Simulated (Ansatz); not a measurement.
HfO2:

```
CELL_PARAMETERS angstrom
5.08032 0.00000 0.00000
0.00000 5.16487 0.00000
0.00000 0.00000 4.89088
ATOMIC_POSITIONS crystal
Hf 0.22259 0.78180 0.27207
Hf 0.72259 0.71820 0.72793
Hf 0.77741 0.21820 0.27207
Hf 0.27741 0.28180 0.72793
O 0.18682 0.16365 0.10453
O 0.68682 0.33635 0.89547
O 0.81318 0.83635 0.10453
O 0.31318 0.66365 0.89547
O 0.00000 0.50000 0.48905
O 0.50000 0.00000 0.51095
O 0.00000 0.00000 0.57562
O 0.50000 0.50000 0.42438
```

The cell comes from a database or a generator and needn't be the stable form of this composition.

| Item | Value |
| --- | --- |
| Program | Ansatz 0.2.0 |
| Task | relaxation of cell and atoms |
| Functional | RPBE |
| Potentials or basis | Ansatz PAW |
| Cutoff | 420 eV (not typed: the program's choice for these potentials) |
| k mesh | 5 × 5 × 6 |
| Occupations | fermi-dirac, width 0.05 eV |
| Spin | no spin polarisation |

At the start: volume 10.69 Å³/atom.

Problem. Where does the relaxation end?

Solution. It ends after 16 steps and the volume is 11.54 Å³/atom (+7.9 %); space group Pbcm (No. 57, to 0.05 Å).

The path:
```tsv
step	energy change (eV)	largest force (eV/Å)	volume (Å³)
1	0.0000	0.2405	128.33
2	-0.2702	0.2956	138.09
3	-0.3062	0.1151	136.32
4	-0.3100	0.0364	136.21
5	-0.3112	0.0415	136.31
6	-0.3199	0.0350	136.66
7	-0.3223	0.0827	136.93
8	-0.3357	0.0287	137.62
9	-0.3386	0.0075	137.74
10	-0.3384	0.0023	137.87
11	-0.3385	0.0128	137.86
12	-0.3384	0.0034	137.88
13	-0.4032	0.0050	137.88
14	-0.4021	0.0039	138.44
15	-0.4018	0.0006	138.51
16	-0.4045	0.0007	138.51
```

Final structure:
```cif
data_structure
_symmetry_space_group_name_H-M 'P 1'
_symmetry_Int_Tables_number 1
_cell_length_a 5.1612
_cell_length_b 5.3333
_cell_length_c 5.0321
_cell_angle_alpha 90.000
_cell_angle_beta 90.000
_cell_angle_gamma 90.000
_cell_volume 138.51
loop_
_atom_site_label
_atom_site_type_symbol
_atom_site_fract_x
_atom_site_fract_y
_atom_site_fract_z
_atom_site_occupancy
Hf1 Hf 0.25002 0.78097 0.27362 1
Hf2 Hf 0.75002 0.71903 0.72638 1
Hf3 Hf 0.74998 0.21903 0.27362 1
Hf4 Hf 0.24998 0.28097 0.72638 1
O1 O 0.25005 0.13016 0.09230 1
O2 O 0.75005 0.36984 0.90770 1
O3 O 0.74995 0.86984 0.09230 1
O4 O 0.24995 0.63016 0.90770 1
O5 O 0.00000 0.50000 0.45033 1
O6 O 0.50000 0.00000 0.54967 1
O7 O 0.00000 0.00000 0.54962 1
O8 O 0.50000 0.50000 0.45038 1
```

Caveat: the plane-wave basis is chosen anew once the cell has moved, so the energies of steps on either side of that aren't comparable; the pressure holds a Pulay correction of +0.7 GPa for the finite cutoff; the PAW data sets come from PBE, with cores solved anew for the run's functional, which leaves a small shift of forces and pressure.
